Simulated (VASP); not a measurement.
# GW on AlP, part 2 of 5

Aim: the quasiparticle gap of AlP, and what it costs to get it. The cell is of the zinc-blende type, one of the forms listed for this formula. The start is a cell from a database of measured crystal structures.

VASP 6.6.1, plane waves and PAW; the level of theory is named at each step.

So far, quasiparticle gap on the mesh (eV): step 3 (G0W0, functional PBE, start PBE) 2.28. Also gap on the k-mesh (eV): step 2 (empty bands, functional PBE) 1.57.

The database entry behind the starting cell differs from later determinations by our own check (0.1 to 0.3 % short, probably kX units), so it need not match the best structure at ambient conditions.

### 4. Orbitals for another starting point

This step: PBE; plane waves and PAW (P_GW, Al_GW) (VASP 6.6.1).

A hybrid converges faster from good orbitals, so a cheap PBE run writes WAVECAR first.

Contents of INCAR:

```
SYSTEM = AlP
PREC = Accurate
ENCUT = 300
EDIFF = 1E-05
NELM = 100
ISMEAR = 0
SIGMA = 0.01
LREAL = .FALSE.
ALGO = Normal
GGA = PE
NBANDS = 10
LORBIT = 11
LWAVE = .TRUE.
LCHARG = .FALSE.
KPAR = 8
```

Contents of POSCAR:

```
AlP
1.0
    0.0000000000      2.7255000000      2.7255000000
    2.7255000000      0.0000000000      2.7255000000
    2.7255000000      2.7255000000      0.0000000000
P Al
1 1
Direct
    0.7500000000      0.7500000000      0.7500000000
    0.0000000000      0.0000000000      0.0000000000
```

Contents of KPOINTS:

```
Automatic mesh
0
Gamma
6 6 6
0 0 0
```

The projector-augmented-wave data sets are P_GW and Al_GW (PBE family, release 64).

Launch:

```
$ mpirun -np 8 vasp_std
```

Log:

```text
[banner, memory and clock lines left out]
running    8 mpi-ranks, on    1 nodes
 distrk:  each k-point on    1 cores,    8 groups
 distr:  one band on    1 cores,    1 groups

 POSCAR found type information on POSCAR P Al
 POSCAR found :  2 types and       2 ions
 [... a notice as in an earlier step ...]

 LDA part: xc-table for (Slater+PW92), standard interpolation
 POSCAR, INCAR and KPOINTS ok, starting setup
 FFT: planning ... GRIDC
 FFT: planning ... GRID_SOFT
 FFT: planning ... GRID
 WAVECAR not read
 entering main loop
       N       E                     dE             d eps       ncg     rms          rms(c)
DAV:   1     0.737880057167E+01    0.73788E+01   -0.28570E+03   328   0.481E+02
DAV:   2    -0.101305433094E+02   -0.17509E+02   -0.16029E+02   500   0.886E+01
DAV:   3    -0.107138958900E+02   -0.58335E+00   -0.58252E+00   434   0.146E+01
DAV:   4    -0.107194507521E+02   -0.55549E-02   -0.55541E-02   458   0.181E+00
DAV:   5    -0.107195342978E+02   -0.83546E-04   -0.83544E-04   438   0.153E-01    0.319E+00
DAV:   6    -0.104070280029E+02    0.31251E+00   -0.64530E-01   372   0.325E+00    0.166E+00
DAV:   7    -0.103613597258E+02    0.45668E-01   -0.22103E-01   426   0.210E+00    0.595E-01
DAV:   8    -0.103614625098E+02   -0.10278E-03   -0.13906E-02   380   0.670E-01    0.634E-02
DAV:   9    -0.103616563409E+02   -0.19383E-03   -0.79619E-04   406   0.179E-01    0.297E-02
DAV:  10    -0.103617309008E+02   -0.74560E-04   -0.11256E-04   398   0.629E-02    0.646E-03
DAV:  11    -0.103617356601E+02   -0.47593E-05   -0.28722E-05   406   0.276E-02
   1 F= -.10361736E+02 E0= -.10361736E+02  d E =-.245918E-15
 writing wavefunctions
```

Wall time 4.2 s (8 MPI ranks of AMD EPYC 7R13 (Zen 3), shared host); peak memory 0.86 GiB; 25 s of CPU time.

OUTCAR, selected parts (step 4):

```text
The static configuration has the point symmetry T_d .

 Found     16 irreducible k-points:

   k-points           NKPTS =     16   k-points in BZ     NKDIM =     16   number of bands    NBANDS=     10

   NELECT =       8.0000    total number of electrons

 E-fermi :   3.9611

 k-point     1 :       0.0000    0.0000    0.0000
  band No.  band energies     occupation
      1      -7.6264      2.00000
      2       3.9097      2.00000
      3       3.9097      2.00000
      4       3.9097      2.00000
      5       7.2527      0.00000
      6       8.4758      0.00000
      7       8.4758      0.00000
      8       8.4758      0.00000
      9      12.7303      0.00000
    ...

 k-point     2 :       0.1667    0.0000    0.0000
  band No.  band energies     occupation
      1      -7.3215      2.00000
      2       2.0350      2.00000
      3       3.6665      2.00000
      4       3.6665      2.00000
      5       7.5597      0.00000
      6       8.9122      0.00000
      7       8.9122      0.00000
      8       9.5982      0.00000
      9      12.0965      0.00000
    ...

  Total        0.6506910      0.6506910      0.6506910     -0.0000000      0.0000000     -0.0000000
  in kB       25.7464176     25.7464176     25.7464176     -0.0000000      0.0000000     -0.0000000
  external PRESSURE =      25.7464176 kB  Pullay stress =       0.0000000 kB

 POSITION                                       TOTAL-FORCE (eV/Angst)
 -----------------------------------------------------------------------------------
      4.08825      4.08825      4.08825        -0.000000      0.000000     -0.000000
      0.00000      0.00000      0.00000         0.000000     -0.000000      0.000000
 -----------------------------------------------------------------------------------
    total drift:                                0.000002      0.000002      0.000002

  FREE ENERGIE OF THE ION-ELECTRON SYSTEM (eV)
  ---------------------------------------------------
  free  energy   TOTEN  =       -10.3617356601 eV

  energy  without entropy=      -10.3617356601  energy(sigma->0) =      -10.36173566

 total charge
# of ion       s       p       d       tot
------------------------------------------
    1        1.108   1.816   0.036   2.959
    2        0.469   0.486   0.085   1.040
--------------------------------------------------
tot          1.576   2.302   0.121   3.999

[... 7 parts as in an earlier step ...]

[... 5 further parts left out ...]
```

This step gave:

| Item | Value |
| --- | --- |
| free energy (TOTEN) | -10.36 eV |
| Fermi energy | 3.961 eV |
| pressure | 2.575 GPa |
| gap on the k-mesh | 1.571 eV |

The run ends at a pressure of 2.57 GPa.

### 5. Another starting point, functional HSE with 0.08 exact exchange

This step: HSE with 0.08 exact exchange; plane waves and PAW (P_GW, Al_GW) (VASP 6.6.1).

To see how much the result owes to its start, the ground state is made again with HSE with 0.08 exact exchange. A small SIGMA keeps every occupation at zero or full.

Contents of INCAR:

```
SYSTEM = AlP
PREC = Accurate
ENCUT = 300
EDIFF = 1E-08
NELM = 100
ISMEAR = 0
SIGMA = 0.01
LREAL = .FALSE.
ALGO = Normal
LHFCALC = .TRUE.
AEXX = 0.08
GGA = PE
LASPH = .TRUE.
NBANDS = 10
PRECFOCK = Fast
LORBIT = 11
LWAVE = .TRUE.
LCHARG = .FALSE.
KPAR = 8
HFSCREEN = 0.2
```

POSCAR is that of step 4.

KPOINTS is that of step 4.

The run starts from files that an earlier step left in the folder.

Launch:

```
$ mpirun -np 8 vasp_std
```

Log:

```text
[banner, memory and clock lines left out]
running    8 mpi-ranks, on    1 nodes
 distrk:  each k-point on    1 cores,    8 groups
 distr:  one band on    1 cores,    1 groups

 POSCAR found type information on POSCAR P Al
 POSCAR found :  2 types and       2 ions
 [... a notice as in an earlier step ...]

 LDA part: xc-table for (Slater+PW92), standard interpolation
 found WAVECAR, reading the header
 POSCAR, INCAR and KPOINTS ok, starting setup
 FFT: planning ... GRIDC
 FFT: planning ... GRID_SOFT
 FFT: planning ... GRID
 reading WAVECAR
 the WAVECAR file was read successfully
 initial charge from wavefunction
 entering main loop
       N       E                     dE             d eps       ncg     rms          rms(c)
DAV:   1    -0.108766838152E+02   -0.10877E+02   -0.25427E-02   352   0.977E-01    0.575E-02
DAV:   2    -0.108767276357E+02   -0.43821E-04   -0.42561E-04   432   0.146E-01    0.389E-02
DAV:   3    -0.108767030325E+02    0.24603E-04   -0.22650E-05   450   0.293E-02    0.243E-02
DAV:   4    -0.108766938019E+02    0.92306E-05   -0.35324E-06   436   0.119E-02    0.149E-02
DAV:   5    -0.108766904416E+02    0.33604E-05   -0.10185E-06   476   0.650E-03    0.911E-03
DAV:   6    -0.108766891661E+02    0.12755E-05   -0.34534E-07   474   0.383E-03    0.556E-03
DAV:   7    -0.108766886969E+02    0.46920E-06   -0.12202E-07   454   0.232E-03    0.339E-03
DAV:   8    -0.108766885319E+02    0.16496E-06   -0.43655E-08   436   0.141E-03    0.207E-03
DAV:   9    -0.108766884626E+02    0.69307E-07   -0.15928E-08   344   0.873E-04    0.126E-03
DAV:  10    -0.108766884327E+02    0.29923E-07   -0.55337E-09   222   0.543E-04    0.778E-04
DAV:  11    -0.108766884160E+02    0.16666E-07   -0.31971E-09   200   0.435E-04    0.477E-04
DAV:  12    -0.108766884069E+02    0.91760E-08   -0.13591E-09   178   0.299E-04
   1 F= -.10876688E+02 E0= -.10876688E+02  d E =-.321883E-21
 writing wavefunctions
```

The job ended after 84 s (8 MPI ranks; peak memory 1.6 GiB; 11 min of CPU time).

Parts of OUTCAR (step 5):

```text
   k-points           NKPTS =     16   k-points in BZ     NKDIM =    216   number of bands    NBANDS=     10

   NELECT =       8.0000    total number of electrons

  exchange ACFDT corr.  =         0.00000000  see jH, gK, PRB 81, 115126

 E-fermi :   3.8214

 k-point     1 :       0.0000    0.0000    0.0000
  band No.  band energies     occupation
      1      -8.1873      2.00000
      2       3.7581      2.00000
      3       3.7581      2.00000
      4       3.7581      2.00000
      5       7.3928      0.00000
      6       8.6253      0.00000
      7       8.6253      0.00000
      8       8.6253      0.00000
      9      12.9576      0.00000
    ...

 POSITION                                       TOTAL-FORCE (eV/Angst)
 -----------------------------------------------------------------------------------
      4.08825      4.08825      4.08825        -0.000000     -0.000000     -0.000000
      0.00000      0.00000      0.00000         0.000000      0.000000      0.000000
 -----------------------------------------------------------------------------------
    total drift:                                0.000002      0.000002      0.000002

  FREE ENERGIE OF THE ION-ELECTRON SYSTEM (eV)
  ---------------------------------------------------
  free  energy   TOTEN  =       -10.8766884069 eV

  energy  without entropy=      -10.8766884069  energy(sigma->0) =      -10.87668841

[... 7 parts as in an earlier step ...]

[... 9 further parts left out ...]
```

The PAW data sets were made with PBE, which is usual practice but a small mismatch for other functionals.

This step gave:

```
free energy (TOTEN)            : -10.88 eV
Fermi energy                   : 3.821 eV
gap on the k-mesh              : 1.788 eV
least direct gap on the k-mesh : 3.635 eV
```

### 6. Empty bands, functional HSE with 0.08 exact exchange

The next step needs empty bands that the ground-state run didn't converge, so the Hamiltonian is diagonalised exactly for NBANDS bands, in a single step. LOPTICS writes the k-derivatives of the orbitals (WAVEDER), which give the long-wavelength limit of the screening.

Contents of INCAR:

```
SYSTEM = AlP
PREC = Accurate
ENCUT = 300
ISMEAR = 0
SIGMA = 0.01
LREAL = .FALSE.
LHFCALC = .TRUE.
AEXX = 0.08
GGA = PE
LASPH = .TRUE.
NBANDS = 128
PRECFOCK = Fast
HFSCREEN = 0.2
ALGO = Exact
NELM = 1
LWAVE = .TRUE.
LCHARG = .FALSE.
LOPTICS = .TRUE.
NEDOS = 1000
CSHIFT = 0.1
```

POSCAR is that of step 5.

KPOINTS is that of step 5.

The run starts from files that an earlier step left in the folder.

Launch:

```
$ mpirun -np 8 vasp_std
```

Log:

```text
[banner, memory and clock lines left out]
running    8 mpi-ranks, on    1 nodes
[...]
[... a notice as in an earlier step ...]

 LDA part: xc-table for (Slater+PW92), standard interpolation
 found WAVECAR, reading the header
  number of bands has changed, file:    10 present:   128
  trying to continue reading WAVECAR, but it might fail
 POSCAR, INCAR and KPOINTS ok, starting setup
[...]
reading WAVECAR
 random initialization beyond band           10
 the WAVECAR file was read successfully
 initial charge from wavefunction
 entering main loop
       N       E                     dE             d eps       ncg     rms          rms(c)
DIA:   1    -0.108766884034E+02   -0.10877E+02    0.00000E+00     0   0.000E+00
   1 F= -.10876688E+02 E0= -.10876688E+02  d E =-.127559E-14
 writing wavefunctions
 optical routines
 imaginary and real dielectric function
 recalculating local potential from charge density
 direction            1
 direction            2
 direction            3
```

Run time: 12 min. Hardware: 8 MPI ranks; peak memory 1.7 GiB; 89 min of CPU time.

Parts of OUTCAR (step 6):

```text
 POSITION                                       TOTAL-FORCE (eV/Angst)
 -----------------------------------------------------------------------------------
      4.08825      4.08825      4.08825         0.000000      0.000000      0.000000
      0.00000      0.00000      0.00000        -0.000000     -0.000000     -0.000000
 -----------------------------------------------------------------------------------
    total drift:                                0.000002      0.000002      0.000002

  FREE ENERGIE OF THE ION-ELECTRON SYSTEM (eV)
  ---------------------------------------------------
  free  energy   TOTEN  =       -10.8766884034 eV

  energy  without entropy=      -10.8766884034  energy(sigma->0) =      -10.87668840

[... 2 parts as in an earlier step ...]

[... 1 further part left out ...]
[key lines of the parts left out:]
E-fermi :   3.8080
```

### 7. G0W0, functional HSE with 0.08 exact exchange, start HSE with 0.08 exact exchange

This step: G0W0 on HSE with 0.08 exact exchange; plane waves and PAW (P_GW, Al_GW) (VASP 6.6.1).

G0W0 keeps orbitals and screening fixed and shifts each of the lowest NBANDSGW levels once.

Contents of INCAR:

```
SYSTEM = AlP
PREC = Accurate
ENCUT = 300
ISMEAR = 0
SIGMA = 0.01
LREAL = .FALSE.
LHFCALC = .TRUE.
AEXX = 0.08
GGA = PE
LASPH = .TRUE.
NBANDS = 128
PRECFOCK = Fast
HFSCREEN = 0.2
ALGO = EVGW0
NELMGW = 1
ENCUTGW = 120
NOMEGA = 64
NBANDSGW = 16
LWAVE = .FALSE.
LCHARG = .FALSE.
```

POSCAR is that of step 6.

KPOINTS is that of step 6.

The run starts from files that an earlier step left in the folder.

Launch:

```
$ mpirun -np 8 vasp_std
```

Log:

```text
[banner, memory and clock lines left out]
running    8 mpi-ranks, on    1 nodes
[...]
[... a notice as in an earlier step ...]

 [... a notice as in an earlier step ...]

 LDA part: xc-table for (Slater+PW92), standard interpolation
 found WAVECAR, reading the header
 POSCAR, INCAR and KPOINTS ok, starting setup
[...]
reading WAVECAR
 the WAVECAR file was read successfully
 initial charge from wavefunction
 available memory per node:     32.05 GB, setting MAXMEM to     32817

 The Fermi energy was updated, please check that it is located mid-gap
 values below the HOMO (VB) or above the LUMO (CB) will cause erroneous energies
 E-fermi :   4.6521

 calculate exact exchange contribution
 the WAVEDER file was read successfully
energies w=
    0.000    0.000    0.451    0.000    0.901    0.000    1.348    0.000
    1.793    0.000    2.234    0.000    2.670    0.000    3.102    0.000
    3.528    0.000    3.948    0.000    4.363    0.000    4.772    0.000
[...]
total number of BLAS operations        891.33 Gflops
NQ=  12   -0.3333    0.3333    0.0000,
|.........|.........|.........|.........|.........|.........|.........|.........
 performed       8169000 updates of chi_q(r,r)
 total number of BLAS operations        984.15 Gflops
NQ=  13    0.5000    0.5000    0.0000,
|.........|.........|.........|.........|.........|.........|.........|.........
 performed       8571000 updates of chi_q(r,r)
 total number of BLAS operations       1027.50 Gflops
NQ=  14    0.5000    0.3333    0.1667,
|.........|.........|.........|.........|.........|.........|.........|.........
 performed       9604000 updates of chi_q(r,r)
 total number of BLAS operations       1150.55 Gflops
NQ=  15   -0.3333    0.3333    0.1667,
|.........|.........|.........|.........|.........|.........|.........|.........
 performed      10571000 updates of chi_q(r,r)
 total number of BLAS operations       1258.38 Gflops
NQ=  16   -0.3333    0.5000    0.1667,
|.........|.........|.........|.........|.........|.........|.........|.........
 performed      11354000 updates of chi_q(r,r)
 total number of BLAS operations       1337.01 Gflops
 resolving degeneracies of screened two electron integrals

 calculate QP shifts <psi_nk| G(iteration)W_0 |psi_nk>: iteration 1
 entering main loop
```

Wall time 3.5 min (8 MPI ranks); peak memory 2.2 GiB.

Parts of OUTCAR (step 7):

```text
 QP shifts <psi_nk| G(iteration)W_0 |psi_nk>: iteration 1
 for sc-GW calculations column KS-energies equals QP-energies in previous step
 and V_xc(KS)=  KS-energies - (<T + V_ion + V_H > + <T+V_H+V_ion>^1  + <V_x>^1)
 k-point   1 :       0.0000    0.0000    0.0000
  band No.  KS-energies  QP-energies   sigma(KS)   V_xc(KS)     V^pw_x(r,r')   Z            occupation Imag(sigma)
      1      -8.1873      -8.3918     -11.9485     -11.6459     -18.4347       0.6757       2.0000       1.1967
      2       3.7581       3.2273     -12.8121     -12.1208     -14.0079       0.7679       2.0000       0.0392
      3       3.7581       3.2273     -12.8121     -12.1208     -14.0079       0.7679       2.0000       0.0392
      4       3.7581       3.2273     -12.8121     -12.1208     -14.0079       0.7679       2.0000       0.0392
      5       7.3929       7.6401      -9.6614      -9.9788      -5.5930       0.7788       0.0000      -0.0572
      6       8.6253       8.9006      -9.1465      -9.5040      -4.9105       0.7700       0.0000      -0.0664
      7       8.6253       8.9006      -9.1465      -9.5040      -4.9105       0.7700       0.0000      -0.0664
      8       8.6253       8.9006      -9.1465      -9.5040      -4.9105       0.7700       0.0000      -0.0664
    ...

[... 2 parts as in an earlier step ...]

[... 1 further part left out ...]
[key lines of the parts left out:]
E-fermi :   4.6521
```

GW takes the gap from 1.788 to 2.390 eV. That is +105 meV against G0W0 on PBE. The value holds for 128 bands, ENCUTGW = 120 eV and this mesh, and isn't shown to be converged in them.

### 8. Another starting point, functional HSE with 0.16 exact exchange

This step: HSE with 0.16 exact exchange; plane waves and PAW (P_GW, Al_GW) (VASP 6.6.1).

To see how much the result owes to its start, the ground state is made again with HSE with 0.16 exact exchange. A small SIGMA keeps every occupation at zero or full.

Contents of INCAR:

```
SYSTEM = AlP
PREC = Accurate
ENCUT = 300
EDIFF = 1E-08
NELM = 100
ISMEAR = 0
SIGMA = 0.01
LREAL = .FALSE.
ALGO = Normal
LHFCALC = .TRUE.
AEXX = 0.16
GGA = PE
LASPH = .TRUE.
NBANDS = 10
PRECFOCK = Fast
LORBIT = 11
LWAVE = .TRUE.
LCHARG = .FALSE.
KPAR = 8
HFSCREEN = 0.2
```

POSCAR is that of step 7.

KPOINTS is that of step 7.

Launch:

```
$ mpirun -np 8 vasp_std
```

Log:

```text
[... set-up lines as in an earlier step ...]
 entering main loop
       N       E                     dE             d eps       ncg     rms          rms(c)
DAV:   1    -0.113979909377E+02   -0.11398E+02   -0.99530E-02   344   0.196E+00    0.112E-01
DAV:   2    -0.113984240812E+02   -0.43314E-03   -0.18869E-03   444   0.296E-01    0.799E-02
DAV:   3    -0.113983128961E+02    0.11119E-03   -0.84079E-05   416   0.579E-02    0.493E-02
DAV:   4    -0.113982722946E+02    0.40602E-04   -0.18212E-05   466   0.254E-02    0.301E-02
[...]
DAV:  12    -0.113982499454E+02    0.17168E-07   -0.38322E-09   200   0.456E-04    0.548E-04
DAV:  13    -0.113982499295E+02    0.15845E-07   -0.20595E-09   178   0.353E-04    0.335E-04
DAV:  14    -0.113982499262E+02    0.33553E-08   -0.10062E-09   172   0.261E-04
   1 F= -.11398250E+02 E0= -.11398250E+02  d E =-.483752E-32
 writing wavefunctions
```

Elapsed: 1.7 min, on 8 MPI ranks; peak memory 1.6 GiB.

From OUTCAR (step 8):

```text
 POSITION                                       TOTAL-FORCE (eV/Angst)
 -----------------------------------------------------------------------------------
      4.08825      4.08825      4.08825        -0.000000     -0.000000     -0.000000
      0.00000      0.00000      0.00000         0.000000      0.000000      0.000000
 -----------------------------------------------------------------------------------
    total drift:                                0.000002      0.000003      0.000002

  FREE ENERGIE OF THE ION-ELECTRON SYSTEM (eV)
  ---------------------------------------------------
  free  energy   TOTEN  =       -11.3982499262 eV

  energy  without entropy=      -11.3982499262  energy(sigma->0) =      -11.39824993

[... 2 parts as in an earlier step ...]

[... 1 further part left out ...]
[key lines of the parts left out:]
E-fermi :   3.6811
```

(Continued in part 3 of 5.)

[Lines on the potential files, build, host, timing and source positions are cut from VASP's logs without a mark.]

[Logs are printed without paths, hosts, clocks, repeated set-up lines and the standing remarks that a program may print on its own settings, such as how far it seeks lower states.]

[Hosts, paths, dates, database ids (printed as entryN), source tags and the programs' standing remarks are cut or masked in the printed files.]

[Pressures printed for these runs are not shown converged in the cutoff: they can be off by several GPa and have the wrong sign.]

[In band tables of VASP the shares of atoms and orbitals are scaled to a sum of 1 inside the atoms' spheres.]
